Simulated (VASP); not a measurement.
HgSe:

```
Hg Se
1.0
     0.00000    3.00830    3.00830
     3.00830    0.00000    3.00830
     3.00830    3.00830    0.00000
Hg Se
1 1
Direct
  0.00000 0.00000 0.00000
  0.25000 0.25000 0.25000
```

The cell isn't the ideal one: cell and atoms relaxed from 0.97 times the given volume.

- Program: VASP 6.6.1
- Task: relaxation of cell and atoms
- Functional: r2SCAN
- Potentials or basis: VASP PAW PBE potentials, release 64 (Hg, Se)
- Cutoff: 600 eV
- k mesh: 7 × 7 × 7
- Occupations: fermi-dirac, width 0.02 eV
- Spin: no spin polarisation

At the start: pressure 5.4 GPa; volume 27.22 Å³/atom.

How do energy, volume and symmetry change on relaxing?

Over 3 steps the energy falls by 38.0 meV/atom and the volume is 29.69 Å³/atom (+9.0 %); space group F-43m (No. 216, to 0.05 Å).

Step by step:
| step | energy change (eV) | largest force (eV/Å) | pressure (GPa) | volume (Å³) |
| --- | --- | --- | --- | --- |
| 1 | 0.0000 | 0.0000 | 5.38 | 54.45 |
| 2 | -0.0597 | 0.0000 | -1.93 | 61.98 |
| 3 | -0.0760 | 0.0000 | 0.01 | 59.37 |

Final structure:
```yaml
crystal:
  lattice:
    - [0.00000, 3.09633, 3.09633]
    - [3.09633, 0.00000, 3.09633]
    - [3.09633, 3.09633, 0.00000]
  atoms:
    - { symbol: Hg, position: [0.00000, 0.00000, 0.00000] }
    - { symbol: Se, position: [0.25000, 0.25000, 0.25000] }
```

Caveat: the PAW data sets were made with another functional, which shifts forces and pressure a little.
